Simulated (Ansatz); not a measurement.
# Sr, one cell by several methods

```
CELL_PARAMETERS angstrom
4.31000 0.00000 0.00000
-2.15500 3.73257 0.00000
0.00000 0.00000 7.05000
ATOMIC_POSITIONS crystal
Sr 0.33333 0.66667 0.25000
Sr 0.66667 0.33333 0.75000
```

Atom numbers follow the list: Sr1, Sr2.

The cell is COD entry 1540836, as deposited and not checked against the literature; nothing was relaxed.

Levels of theory: DFT, PBE, PAW with Ansatz's default frozen-core files, scalar-relativistic (Ansatz 0.2.0); DFT, PBE, all-electron PAW with datasets made for the crystal, scalar-relativistic (Ansatz 0.2.0); DFT, PBE, all-electron LAPW, scalar-relativistic (Ansatz 0.2.0).

For PAW: a Γ-centred 10×10×5 k mesh, Fermi–Dirac smearing of 0.08 eV, cutoff 420 eV, no spin polarisation. The crystal-made all-electron datasets (AE datasets) take a cutoff of 200 eV at this cell. LAPW targets a basis error of 1 meV/atom. The Ansatz runs share mesh, smearing and spin set-up. Plane-wave (PAW) pressures include the program's estimate of the Pulay term.

Stress and pressure are positive in compression.

Levels count from the Fermi level.

| quantity | PAW | AE datasets | LAPW |
| --- | --- | --- | --- |
| pressure (GPa) | -0.28 | -0.28 | -0.28 |
| stress xx (GPa) | -0.32 | -0.32 | -0.32 |
| stress zz (GPa) | -0.20 | -0.20 | -0.20 |
| highest filled level at Γ (eV) | -1.119 | -1.119 | -1.119 |
| lowest empty level at Γ (eV) | 0.013 | 0.013 | 0.013 |
| highest filled level at H (eV) | -18.571 | -18.572 | -18.572 |
| lowest empty level at H (eV) | 0.128 | 0.128 | 0.128 |
| highest filled level at L (eV) | -0.785 | -0.785 | -0.785 |
| lowest empty level at L (eV) | 0.212 | 0.212 | 0.212 |

PAW's pressure differs from the LAPW value by about 0.01 GPa or less.
